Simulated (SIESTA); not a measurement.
Al, 1 atom in the cell. It takes space group Im-3m (No. 229, cubic). Conventional cell: a = 3.182 Å, b = 3.182 Å, c = 3.182 Å, α = 90.00°, β = 90.00°, γ = 90.00°. Around Al (site symmetry m-3m) lie 8 Al at 2.76 Å. This isn't the form of Al at room conditions, which is fcc.

| Property | Result |
| --- | --- |
| Program | SIESTA 5.4.2 |
| Task | relaxation of cell and atoms |
| Functional | PBE |
| Potentials or basis | PseudoDojo 0.4 standard (PBE files) |
| Basis | DZP (energy shift 0.003 Ry) |
| Grid cutoff | 500 Ry |
| Energy shift | 0.003 Ry |
| k mesh | 12 × 12 × 12 |
| Occupations | fermi-dirac, width 0.05 eV |
| Spin | no spin polarisation |
| optimiser | Broyden |
| force tolerance | 0.02 eV/Å |

Potentials or basis: PseudoDojo 0.4 standard (PBE files), DZP (energy shift 0.003 Ry).

Command:

```sh
$ siesta < Al.fdf > Al.out 2>&1
```

Hardware: 1 thread of Intel(R) Xeon(R) 6975P-C (Granite Rapids) (shared host).

Q: Estimate the wall time of this run.

A: Run time: 76 s on 1 thread of Intel(R) Xeon(R) 6975P-C (Granite Rapids), with other jobs on the host, peak memory 0.26 GiB. Counts: scf iterations 15, k points 948, bands 13, ion steps 4.
